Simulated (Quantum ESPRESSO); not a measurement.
# Fe: magnetism against a distortion at fixed volume

Aim: follow moments and order energies of Fe with a distortion at fixed volume.

Method: PBE; plane waves with GBRV 1.5 PBE potentials, no spin-orbit coupling, in Quantum ESPRESSO 7.5.

## 1. The starting structure

It takes space group Im-3m (No. 229, cubic). Conventional cell: a = 2.866 Å, b = 2.866 Å, c = 2.866 Å, α = 90.00°, β = 90.00°, γ = 90.00°. Nearest to Fe lie 8 Fe at 2.48 Å.

The lattice constants were typed from memory of published values and not checked against a source.

## 2. Factor along z 0.8973, ferro +

Lengths along Cartesian z scale by the factor and those normal to it by its inverse root. Atoms keep their fractional places. Seeded atoms are those given a starting moment.

The input, pw.in:

```
&CONTROL
  calculation = 'scf'
  prefix = 'pwscf'
  outdir = './tmp'
  pseudo_dir = './pseudo'
  disk_io = 'nowf'
  tprnfor = .true.
  tstress = .true.
/
&SYSTEM
  ibrav = 0
  celldm(1) = 8
  nat = 1
  ntyp = 1
  ecutwfc = 40
  ecutrho = 280
  nbnd = 15
  occupations = 'smearing'
  smearing = 'fd'
  degauss = 0.00367493
  nspin = 2
  starting_magnetization(1) = 0.175
/
&ELECTRONS
  conv_thr = 2d-09
  electron_maxstep = 150
  mixing_beta = 0.3
/
ATOMIC_SPECIES
Fe     55.8450 fe_pbe_v1.5.uspp.F.UPF
CELL_PARAMETERS alat
  -0.3573437878066    0.3573437878066    0.3037335304476
   0.3573437878066   -0.3573437878066    0.3037335304476
   0.3573437878066    0.3573437878066   -0.3037335304476
ATOMIC_POSITIONS crystal
Fe      0.0000000000    0.0000000000    0.0000000000
K_POINTS automatic
20 20 20 0 0 0
```

Started as:

```bash
OMP_NUM_THREADS=1 mpirun -n 4 pw.x -nk 4 -in pw.in > pw.out
```

The log of the run:

```text
Program PWSCF v.7.5 starts

     Message from routine setup:
     using ibrav=0 with symmetry is DISCOURAGED, use correct ibrav instead

     K-points division:     npool     =       4
     Subspace diagonalization in iterative solution of the eigenvalue problem:

     bravais-lattice index     =            0
     lattice parameter (alat)  =       8.0000  a.u.
     unit-cell volume          =      79.4319 (a.u.)^3
     number of atoms/cell      =            1
     number of atomic types    =            1
     number of electrons       =        16.00
     number of Kohn-Sham states=           15
     kinetic-energy cutoff     =      40.0000  Ry
     charge density cutoff     =     280.0000  Ry
     scf convergence threshold =      2.0E-09
     mixing beta               =       0.3000
     number of iterations used =            8  plain     mixing
     Exchange-correlation=  SLA  PW   PBX  PBC
                           (   1   4   3   4   0   0   0)

     celldm(1)=   8.000000  celldm(2)=   0.000000  celldm(3)=   0.000000
     celldm(4)=   0.000000  celldm(5)=   0.000000  celldm(6)=   0.000000

     crystal axes: (cart. coord. in units of alat)
               a(1) = (  -0.357344   0.357344   0.303734 )
               a(2) = (   0.357344  -0.357344   0.303734 )
               a(3) = (   0.357344   0.357344  -0.303734 )

     reciprocal axes: (cart. coord. in units 2 pi/alat)
               b(1) = ( -0.000000  1.399213  1.646180 )
               b(2) = (  1.399213 -0.000000  1.646180 )
               b(3) = (  1.399213  1.399213  0.000000 )

     PseudoPot. # 1 for Fe read from file:
     fe_pbe_v1.5.uspp.F.UPF
     Pseudo is Ultrasoft + core correction, Zval = 16.0

     atomic species   valence    mass     pseudopotential
     Fe               16.00    55.84500     Fe( 1.00)

     Starting magnetic structure
     atomic species   magnetization
     Fe              0.175

     16 Sym. Ops., with inversion, found

   Cartesian axes

     site n.     atom                  positions (alat units)
         1        Fe     tau(   1) = (   0.0000000   0.0000000   0.0000000  )

     number of k points=   641  Fermi-Dirac smearing, width (Ry)=  0.0037

     Number of k-points >= 100: set verbosity='high' to print them.

     Dense  grid:     6265 G-vectors     FFT dimensions: (  25,  25,  25)

     Smooth grid:     2725 G-vectors     FFT dimensions: (  20,  20,  20)

     Check: negative core charge=   -0.000065
     Generating pointlists ...
     new r_m :   0.2432 (alat units)  1.9457 (a.u.) for type    1

     Initial potential from superposition of free atoms

     starting charge      15.0000, renormalised to      16.0000
     Starting wfcs are   13 randomized atomic wfcs +    2 random wfcs

     Self-consistent Calculation

     iteration #  1     ecut=    40.00 Ry     beta= 0.30
     Davidson diagonalization with overlap
     ethr =  1.00E-02,  avg # of iterations =  4.4

     total energy              =    -249.82559229 Ry
     estimated scf accuracy    <       2.46418681 Ry

     total magnetization       =     1.86 Bohr mag/cell
     absolute magnetization    =     1.87 Bohr mag/cell

     iteration #  2     ecut=    40.00 Ry     beta= 0.30
     Davidson diagonalization with overlap
     ethr =  1.00E-02,  avg # of iterations =  2.0

     total energy              =    -250.32622635 Ry
     estimated scf accuracy    <       0.06608376 Ry

     total magnetization       =     2.51 Bohr mag/cell
     absolute magnetization    =     2.54 Bohr mag/cell

     [... further iterations left out ...]

     iteration # 12     ecut=    40.00 Ry     beta= 0.30
     Davidson diagonalization with overlap
     ethr =  4.12E-10,  avg # of iterations =  1.7

     total energy              =    -250.34110843 Ry
     estimated scf accuracy    <          2.6E-09 Ry

     total magnetization       =     2.47 Bohr mag/cell
     absolute magnetization    =     2.59 Bohr mag/cell

     iteration # 13     ecut=    40.00 Ry     beta= 0.30
     Davidson diagonalization with overlap
     ethr =  1.63E-11,  avg # of iterations =  2.0

     Magnetic moment per site  (integrated on atomic sphere of radius R)
     atom   1 (R=0.243)  charge= 14.4599  magn=  2.5196

     End of self-consistent calculation

     Number of k-points >= 100: set verbosity='high' to print the bands.

     the Fermi energy is    17.5159 ev

!    total energy              =    -250.34110844 Ry
     estimated scf accuracy    <          7.9E-10 Ry
     smearing contrib. (-TS)   =      -0.00061568 Ry
     internal energy E=F+TS    =    -250.34049276 Ry

     The total energy is F=E-TS. E is the sum of the following terms:
     one-electron contribution =    -116.99282517 Ry
     hartree contribution      =      67.74169554 Ry
     xc contribution           =     -29.23768998 Ry
     ewald contribution        =    -171.85167314 Ry

     total magnetization       =     2.47 Bohr mag/cell
     absolute magnetization    =     2.59 Bohr mag/cell

     convergence has been achieved in  13 iterations

     Forces acting on atoms (cartesian axes, Ry/au):

     atom    1 type  1   force =     0.00000000    0.00000000    0.00000000

     Total force =     0.000000     Total SCF correction =     0.000000

     Computing stress (Cartesian axis) and pressure

          total   stress  (Ry/bohr**3)                   (kbar)     P=        8.77
  -0.00037828   0.00000000   0.00000000          -55.65        0.00        0.00
   0.00000000  -0.00037828   0.00000000            0.00      -55.65        0.00
   0.00000000   0.00000000   0.00093550            0.00        0.00      137.62

=------------------------------------------------------------------------------=
   JOB DONE.
=------------------------------------------------------------------------------=
```

The job ended after 19 s (4 MPI ranks of Intel Xeon at 2.80GHz (Skylake/Cascade Lake), shared host; peak memory 0.33 GiB).

Spin moment in the atom's sphere by atom:

| atom | spin moment in the atom's sphere (μB) |
| --- | --- |
| Fe1 | 2.52 |

This step gave:

```yaml
smearing_term_ts: 0.008377 eV
pressure: 0.8774 GPa
magnetization: 2.473 μB
absolute_magnetization: 2.592 μB
final_state: ferromagnetic
```

## 3. Factor along z 0.8973, antiferro q=(1/2,1/2,1/2) +-

The wavevector q is in fractions of the reciprocal vectors of the crystal's primitive cell, as the cells of these inputs are built from it; moments change sign between cells as cos(2π q·R).

The input, pw.in:

```
&CONTROL
  calculation = 'scf'
  prefix = 'pwscf'
  outdir = './tmp'
  pseudo_dir = './pseudo'
  disk_io = 'nowf'
  tprnfor = .true.
  tstress = .true.
/
&SYSTEM
  ibrav = 0
  celldm(1) = 8
  nat = 2
  ntyp = 2
  ecutwfc = 40
  ecutrho = 280
  nbnd = 23
  occupations = 'smearing'
  smearing = 'fd'
  degauss = 0.00367493
  nspin = 2
  starting_magnetization(1) = 0.175
  starting_magnetization(2) = -0.175
/
&ELECTRONS
  conv_thr = 4d-09
  electron_maxstep = 150
  mixing_beta = 0.3
/
ATOMIC_SPECIES
Fe1    55.8450 fe_pbe_v1.5.uspp.F.UPF
Fe2    55.8450 fe_pbe_v1.5.uspp.F.UPF
CELL_PARAMETERS alat
  -0.7146875756108    0.7146875756108    0.6074670608953
   0.0000000000000    0.0000000000000    0.6074670608953
   0.0000000000000    0.7146875756108    0.0000000000000
ATOMIC_POSITIONS crystal
Fe1     0.0000000000    0.0000000000    0.0000000000
Fe2     0.5000000000    0.0000000000    0.0000000000
K_POINTS automatic
10 20 20 0 0 0
```

The log of the run:

```text
     [... lines left out ...]
Program PWSCF v.7.5 starts
     [... lines left out ...]
     number of atoms/cell      =            2
     [... lines left out ...]
     number of electrons       =        32.00
     number of Kohn-Sham states=           23
     kinetic-energy cutoff     =      40.0000  Ry
     charge density cutoff     =     280.0000  Ry
     scf convergence threshold =      4.0E-09
     [... lines left out ...]
     16 Sym. Ops., with inversion, found
     [... lines left out ...]
     number of k points=   366  Fermi-Dirac smearing, width (Ry)=  0.0037
     [... lines left out ...]
     iteration # 16     ecut=    40.00 Ry     beta= 0.30
     [... lines left out ...]
     Magnetic moment per site  (integrated on atomic sphere of radius R)
     atom   1 (R=0.243)  charge= 14.4528  magn=  1.8942
     atom   2 (R=0.243)  charge= 14.4528  magn= -1.8944
     [... lines left out ...]
     the Fermi energy is    17.7510 ev
!    total energy              =    -500.63871888 Ry
     estimated scf accuracy    <          1.4E-09 Ry
     smearing contrib. (-TS)   =      -0.00247279 Ry
     [... lines left out ...]
     total magnetization       =    -0.00 Bohr mag/cell
     absolute magnetization    =     3.93 Bohr mag/cell
     convergence has been achieved in  16 iterations
     [... lines left out ...]
     Total force =     0.000000     Total SCF correction =     0.000000
     [... lines left out ...]
          total   stress  (Ry/bohr**3)                   (kbar)     P=      -80.70
     [... lines left out ...]
```

Elapsed: 64 s, on 4 MPI ranks; peak memory 0.46 GiB.

Spin moment in the atom's sphere by atom:

| atom | spin moment in the atom's sphere (μB) |
| --- | --- |
| Fe1 | 1.89 |
| Fe2 | -1.89 |

This step gave:

| Item | Value |
| --- | --- |
| smearing term TS | 0.03364 eV |
| pressure | -8.070 GPa |
| magnetization | 0 μB |
| absolute magnetization | 3.928 μB |
| final state | antiferromagnetic |

## 4. Factor along z 0.8973, no spin polarisation

The input, pw.in:

```
&CONTROL
  calculation = 'scf'
  prefix = 'pwscf'
  outdir = './tmp'
  pseudo_dir = './pseudo'
  disk_io = 'nowf'
  tprnfor = .true.
  tstress = .true.
/
&SYSTEM
  ibrav = 0
  celldm(1) = 8
  nat = 1
  ntyp = 1
  ecutwfc = 40
  ecutrho = 280
  nbnd = 14
  occupations = 'smearing'
  smearing = 'fd'
  degauss = 0.00367493
/
&ELECTRONS
  conv_thr = 2d-09
  electron_maxstep = 150
  mixing_beta = 0.3
/
ATOMIC_SPECIES
Fe     55.8450 fe_pbe_v1.5.uspp.F.UPF
CELL_PARAMETERS alat
  -0.3573437878066    0.3573437878066    0.3037335304476
   0.3573437878066   -0.3573437878066    0.3037335304476
   0.3573437878066    0.3573437878066   -0.3037335304476
ATOMIC_POSITIONS crystal
Fe      0.0000000000    0.0000000000    0.0000000000
K_POINTS automatic
20 20 20 0 0 0
```

The log of the run:

```text
     [... lines left out ...]
Program PWSCF v.7.5 starts
     [... lines left out ...]
     number of atoms/cell      =            1
     [... lines left out ...]
     number of electrons       =        16.00
     number of Kohn-Sham states=           14
     kinetic-energy cutoff     =      40.0000  Ry
     charge density cutoff     =     280.0000  Ry
     scf convergence threshold =      2.0E-09
     [... lines left out ...]
     16 Sym. Ops., with inversion, found
     [... lines left out ...]
     number of k points=   641  Fermi-Dirac smearing, width (Ry)=  0.0037
     [... lines left out ...]
     iteration # 10     ecut=    40.00 Ry     beta= 0.30
     [... lines left out ...]
     the Fermi energy is    17.4552 ev
!    total energy              =    -250.30522802 Ry
     estimated scf accuracy    <          1.0E-11 Ry
     smearing contrib. (-TS)   =      -0.00259439 Ry
     [... lines left out ...]
     convergence has been achieved in  10 iterations
     [... lines left out ...]
     Total force =     0.000000     Total SCF correction =     0.000000
     [... lines left out ...]
          total   stress  (Ry/bohr**3)                   (kbar)     P=     -232.64
     [... lines left out ...]
```

It took 8 s on 4 MPI ranks; peak memory 0.27 GiB.

This step gave:

- smearing term TS: 0.03530 eV
- pressure: -23.26 GPa
- final state: non-magnetic (no spin polarisation)

## 5. Factor along z 1.2811, ferro +

Changes to pw.in since step 4:

```diff
@@ -16,3 +16,3 @@
   ecutrho = 280
-  nbnd = 14
+  nbnd = 15
   occupations = 'smearing'
@@ -20,2 +20,4 @@
   degauss = 0.00367493
+  nspin = 2
+  starting_magnetization(1) = 0.175
 /
@@ -29,5 +31,5 @@
 CELL_PARAMETERS alat
-  -0.3573437878066    0.3573437878066    0.3037335304476
-   0.3573437878066   -0.3573437878066    0.3037335304476
-   0.3573437878066    0.3573437878066   -0.3037335304476
+  -0.2990635986170    0.2990635986170    0.4336487527655
+   0.2990635986170   -0.2990635986170    0.4336487527655
+   0.2990635986170    0.2990635986170   -0.4336487527655
 ATOMIC_POSITIONS crystal
```

The log of the run:

```text
     [... lines left out ...]
Program PWSCF v.7.5 starts
     [... lines left out ...]
     number of atoms/cell      =            1
     [... lines left out ...]
     number of electrons       =        16.00
     number of Kohn-Sham states=           15
     kinetic-energy cutoff     =      40.0000  Ry
     charge density cutoff     =     280.0000  Ry
     scf convergence threshold =      2.0E-09
     [... lines left out ...]
     16 Sym. Ops., with inversion, found
     [... lines left out ...]
     number of k points=   641  Fermi-Dirac smearing, width (Ry)=  0.0037
     [... lines left out ...]
     iteration # 12     ecut=    40.00 Ry     beta= 0.30
     [... lines left out ...]
     Magnetic moment per site  (integrated on atomic sphere of radius R)
     atom   1 (R=0.247)  charge= 14.5349  magn=  2.6304
     [... lines left out ...]
     the Fermi energy is    17.6435 ev
!    total energy              =    -250.33657089 Ry
     estimated scf accuracy    <          6.4E-10 Ry
     smearing contrib. (-TS)   =      -0.00062190 Ry
     [... lines left out ...]
     total magnetization       =     2.59 Bohr mag/cell
     absolute magnetization    =     2.70 Bohr mag/cell
     convergence has been achieved in  12 iterations
     [... lines left out ...]
     Total force =     0.000000     Total SCF correction =     0.000000
     [... lines left out ...]
          total   stress  (Ry/bohr**3)                   (kbar)     P=       44.65
     [... lines left out ...]
```

Wall time 17 s (4 MPI ranks); peak memory 0.33 GiB.

This step gave:

```yaml
smearing_term_ts: 0.008461 eV
pressure: 4.465 GPa
magnetization: 2.588 μB
absolute_magnetization: 2.699 μB
final_state: ferromagnetic
largest_moment: 2.630 μB
```

## 6. The series

The runs not shown differ from these in the moved quantity alone.

States, by row:

| tetragonal | ferro + | antiferro q=(1/2,1/2,1/2) +- | no spin polarisation |
| --- | --- | --- | --- |
| 0.8973 | ferromagnetic | antiferromagnetic | non-magnetic |
| 0.9459 | ferromagnetic | antiferromagnetic | non-magnetic |
| 1 | ferromagnetic | antiferromagnetic | non-magnetic |
| 1.046 | ferromagnetic | antiferromagnetic | non-magnetic |
| 1.091 | ferromagnetic | antiferromagnetic | non-magnetic |
| 1.135 | ferromagnetic | antiferromagnetic | non-magnetic |
| 1.179 | ferromagnetic | antiferromagnetic | non-magnetic |
| 1.222 | ferromagnetic | antiferromagnetic | non-magnetic |
| 1.26 | ferromagnetic | antiferromagnetic | non-magnetic |
| 1.281 | ferromagnetic | antiferromagnetic | non-magnetic |

Largest site moment against tetragonal:

| tetragonal (factor) | ferro + (μB) | antiferro q=(1/2,1/2,1/2) +- (μB) |
| --- | --- | --- |
| 0.897 | 2.52 | 1.89 |
| 0.946 | 2.42 | 1.87 |
| 1.000 | 2.34 | 1.84 |
| 1.046 | 2.37 | 1.87 |
| 1.091 | 2.41 | 1.89 |
| 1.135 | 2.47 | 1.92 |
| 1.179 | 2.54 | 1.96 |
| 1.222 | 2.62 | 1.96 |
| 1.260 | 2.64 | 1.95 |
| 1.281 | 2.63 | 1.94 |

Energy less that of the parallel start against tetragonal; values in meV a seeded atom:

| tetragonal (factor) | antiferro q=(1/2,1/2,1/2) +- | no spin polarisation |
| --- | --- | --- |
| 0.897 | 296 | 488 |
| 0.946 | 419 | 555 |
| 1.000 | 476 | 594 |
| 1.046 | 441 | 553 |
| 1.091 | 360 | 457 |
| 1.135 | 260 | 353 |
| 1.179 | 163 | 266 |
| 1.222 | 84.8 | 210 |
| 1.260 | 38.3 | 193 |
| 1.281 | 25.2 | 198 |

Energy over the lowest against tetragonal; values in meV an atom:

| tetragonal (factor) | ferro + | antiferro q=(1/2,1/2,1/2) +- | no spin polarisation |
| --- | --- | --- | --- |
| 0.897 | 74.9 | 371 | 563 |
| 0.946 | 19.1 | 438 | 574 |
| 1.000 | 0 | 476 | 594 |
| 1.046 | 10.3 | 452 | 564 |
| 1.091 | 35.5 | 396 | 492 |
| 1.135 | 68.9 | 329 | 422 |
| 1.179 | 104 | 266 | 370 |
| 1.222 | 130 | 215 | 340 |
| 1.260 | 139 | 178 | 332 |
| 1.281 | 137 | 162 | 334 |

## 7. Outcome

| Quantity | Value |
| --- | --- |
| moment, parallel start | 2.34 to 2.64 μB |
| states met from these starts | antiferromagnetic and ferromagnetic |

**Reading.** The moment of the parallel start goes from 2.52 μB at 0.8973 to 2.63 μB at 1.2811, by way of 2.34 μB. The net moment of the cell goes from 2.47 to 2.59 μB. The radius of the spheres follows the nearest distance, so part of the change of the site moments is the spheres'. The largest moment of the start antiferro q=(1/2,1/2,1/2) +- lies between 1.84 and 1.96 μB. The start antiferro q=(1/2,1/2,1/2) +- lies over the parallel one at every finished point, by 25.2 to 476 meV a seeded atom.

[Logs and program files are shortened in this print: banners, set-up blocks, solver, clock and traceback lines can be left out without a mark of their own.]

[Logs are printed without paths, hosts, clocks, repeated set-up lines and the standing remarks that a program may print on its own settings, such as how far it seeks lower states.]

[Hosts, paths, dates, database ids (printed as entryN), source tags and the programs' standing remarks are cut or masked in the printed files.]

[Where a cell is said to come from a database of computed structures, the database is the Materials Project.]
